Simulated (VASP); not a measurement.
Write the native input for VASP 6.6.1 that does the following.

```
Task                   : single point
Functional             : PBE
Dispersion             : D3(BJ)
Potentials or basis    : VASP PAW PBE potentials, release 64 (Se)
Cutoff                 : 520 eV
k mesh                 : 20 × 20 × 20
Occupations            : gaussian, width 0.15 eV
Spin                   : no spin polarisation
Dipole correction      : no
Further INCAR settings : ALGO = Normal; EDIFF = 1e-07; NBANDS = 9
```

The structure of Se lies in POSCAR:

```
Se
1.0
   -1.7034486149      1.7034486149      1.7034486149
    1.7034486149     -1.7034486149      1.7034486149
    1.7034486149      1.7034486149     -1.7034486149
Se
1
Direct
    0.0000000000      0.0000000000      0.0000000000
```

This isn't the form of Se at room conditions, which is trigonal, of chains.

One way to write it, as run:

INCAR

```
PREC = Accurate
ENCUT = 520
EDIFF = 1E-7
ISMEAR = 0
SIGMA = 0.15
LREAL = F
LASPH = T
NELM = 60
ALGO = Normal
ISIF = 2
LWAVE = F
LCHARG = F
GGA = PE
IVDW = 12
NBANDS = 9
```

KPOINTS

```
regular mesh
0
Gamma
  20 20 20
```

Potentials or basis: VASP PAW PBE potentials, release 64 (Se).

The run is started by

```bash
$ cat potpaw_PBE.64/Se/POTCAR > POTCAR
$ mpirun -np 1 vasp_std > vasp.out
```

It gave:

```json
{
  "Pressure": "-1.1 GPa",
  "Band gap on the k mesh": "none (metal or under the smearing width)",
  "Dispersion energy per atom": "-0.440 eV"
}
```

Caveat: pairwise dispersion overbinds metals, which lowers pressure and volume.

It took 14 s on 1 thread of AMD EPYC 9R45 96-Core Processor (Zen 5), with other jobs on the host, peak memory 0.15 GiB.
